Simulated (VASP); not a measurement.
Set up this calculation in VASP 6.6.1, as the native input.

```
Task                   : atomic charges
Functional             : r2SCAN
Potentials or basis    : VASP PAW PBE potentials, release 54 (Sc_sv)
Cutoff                 : 520 eV
k mesh                 : 10 × 10 × 10
Occupations            : fermi-dirac, width 0.1 eV
Spin                   : no spin polarisation
Further INCAR settings : ALGO = Normal; EDIFF = 1e-06
```

The structure of Sc lies in POSCAR:

```
Sc
1.0
   -1.9172054859      1.9172054859      1.7176030000
    1.9172054859     -1.9172054859      1.7176030000
    1.9172054859      1.9172054859     -1.7176030000
Sc
1
Direct
    0.0000000000      0.0000000000      0.0000000000
```

This isn't the form of Sc at room conditions, which is hcp.

These files were run (other wordings do the same):

INCAR

```
PREC = Accurate
ENCUT = 520
EDIFF = 1E-6
ISMEAR = -1
SIGMA = 0.1
LREAL = F
LASPH = T
NELM = 60
ALGO = Normal
ISIF = 2
LWAVE = F
LCHARG = F
METAGGA = R2SCAN
LMIXTAU = T
LORBIT = 10
```

KPOINTS

```
Automatic mesh
0
Gamma
  10 10 10
```

Potentials or basis: VASP PAW PBE potentials, release 54 (Sc_sv).

The run is started by

```sh
$ cat potpaw_PBE.54/Sc_sv/POTCAR > POTCAR
$ mpirun -np 1 vasp_std > vasp.out
```

It gave:

```
Pressure                                              : -0.1 GPa
Band gap on the k mesh                                : none (metal or under the smearing width)
Valence electrons inside the program's atomic spheres : Sc 9.30
```

Caveat: the PAW data sets were made with another functional, which shifts forces and pressure a little.

It took 55 s on 1 thread of Intel(R) Xeon(R) Platinum 8375C CPU @ 2.90GHz (Ice Lake), with other jobs on the host, peak memory 0.16 GiB.
